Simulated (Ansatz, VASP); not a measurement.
# One calculation of V, two programs

INCAR

```
SYSTEM = V
PREC = Accurate
ENCUT = 520
EDIFF = 1E-7
ISMEAR = -1
SIGMA = 0.05
LREAL = .False.
LASPH = .True.
NELM = 150
ALGO = Normal
ISIF = 2
LWAVE = .False.
LCHARG = .False.
ISPIN = 2
MAGMOM = 2
LORBIT = 11
LMAXMIX = 4
GGA = PS
NBANDS = 16
```

Contents of KPOINTS:

```
regular mesh
0
Gamma
  12 12 12
  0 0 0
```

POSCAR

```
V
1.0
   -1.5143500000      1.5143500000      1.5143500000
    1.5143500000     -1.5143500000      1.5143500000
    1.5143500000      1.5143500000     -1.5143500000
V
1
Direct
    0.0000000000      0.0000000000      0.0000000000
```

The input input.yaml:

```yaml
crystal:
  lattice:
    - [-1.51435, 1.51435, 1.51435]
    - [1.51435, -1.51435, 1.51435]
    - [1.51435, 1.51435, -1.51435]
  atoms:
    - { symbol: V, position: [0.0, 0.0, 0.0], spin: 2.0 }
kpoints:
  mp_grid: { grid: [12, 12, 12] }
  band_path:
    path:
      - [0.0, 0.0, 0.0]
      - [0.5, -0.5, 0.5]
      - [0.0, 0.0, 0.5]
      - [0.0, 0.0, 0.0]
      - [0.25, 0.25, 0.25]
      - [0.5, -0.5, 0.5]
    npoints: 8
scf:
  occupations: { method: fermi_dirac, width: 0.05 }
hamiltonian:
  xc: pbesol
  pseudopotentials:
    kind: all_electron
    lapw: { basis_error: 0.001 }
    relativity: none
magnetization:
  spin_polarized: true
output:
  forces: true
  stress: true
  eigenvalues: true
```

Alike in both runs: functional PBEsol; k mesh 12 × 12 × 12; occupations fermi-dirac, width 0.05 eV; collinear spin.

|  | VASP | Ansatz |
| --- | --- | --- |
| version | VASP 6.6.1 | Ansatz 0.2.0 |
| potentials or method | VASP PAW PBE potentials, release 64 (V_sv) | all-electron LAPW, non-relativistic |
| plane-wave cutoff (eV) | 520 | see its input |
| task | single point | band structure |

|  | VASP | Ansatz | Ansatz less VASP |
| --- | --- | --- | --- |
| gap on the k mesh at the Fermi level (eV) | none | none | - |
| pressure (GPa) | -11.9 | -11.2 | +0.61 |
| net moment per atom (μB) | 0.00 | 0.00 | 0.000 |

A gap of «none» marks a metal or a gap that the smearing closes. Ansatz ran all-electron here, so the differences hold the error of VASP's frozen core and of both bases.

Caveats: the PAW data sets were made with another functional, which shifts forces and pressure a little (VASP); the starting moments weren't kept (Ansatz).
